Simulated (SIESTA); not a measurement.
Runs of SIESTA 5.4.2 on Si2W. Symmetry: P6_222, No. 180, hexagonal system. Conventional cell: a = 4.617 Å, b = 4.617 Å, c = 6.653 Å, α = 90.00°, β = 90.00°, γ = 120.00°. Around W (site symmetry 222) lie 10 Si at 2.59 to 2.69 Å. Si (site symmetry 2) has 5 Si at 2.57 to 2.69 Å and 5 W at 2.59 to 2.69 Å as nearest neighbours. Measurements of this composition are mostly on another form, of space group No. 139.

```csv
task,level,potentials or basis,cell,k mesh,gap on the mesh (eV),pressure (GPa),V0 of scaled cells (Å³/atom),B0 (GPa),largest force (eV/Å)
equation of state,LDA,"PseudoDojo 0.4 standard (LDA files), DZP (energy shift 0.003 Ry; two zetas on semicore shells)",as given,5 × 5 × 3,-,-,13.14,238,-
single point,PBE,"PseudoDojo 0.4 standard (PBE files), DZP (energy shift 0.003 Ry; two zetas on semicore shells)",as given,7 × 7 × 4,(a),1.0,-,-,0.03
single point,PBE,"PseudoDojo 0.4 standard (PBE files), DZP (energy shift 0.003 Ry; two zetas on semicore shells)","atoms moved at random, drawn with an rms of 0.05 Å",7 × 7 × 4,0.11,1.5,-,-,1.43
equation of state,PBEsol,"PseudoDojo 0.4 standard (PBEsol files), DZP (energy shift 0.003 Ry; two zetas on semicore shells)",as given,5 × 5 × 3,-,-,(b),231,-
```

Alike in all rows: no spin polarisation; smearing fermi-dirac 0.05 eV; grid cutoff 800 Ry; energy shift 0.003 Ry.

Task: Fill in the values left out.

Result: (a) 0.29; (b) 13.39.

Caveats: short orbitals over semicore shells can move pressures by several GPa; the basis of atomic orbitals isn't converged, which shifts pressures, moduli and gaps; the cell was scaled at fixed shape and fractional positions, which overstates the stiffness of a crystal with free parameters, most of all of layers and chains (some runs); spin-orbit coupling is left out, which moves the levels of the heavy elements (some runs); an odd mesh through Γ misses points on the zone boundary, where band edges often lie (some runs).

A k mesh can miss the band edges, and the runs leave out spin-orbit coupling on W.
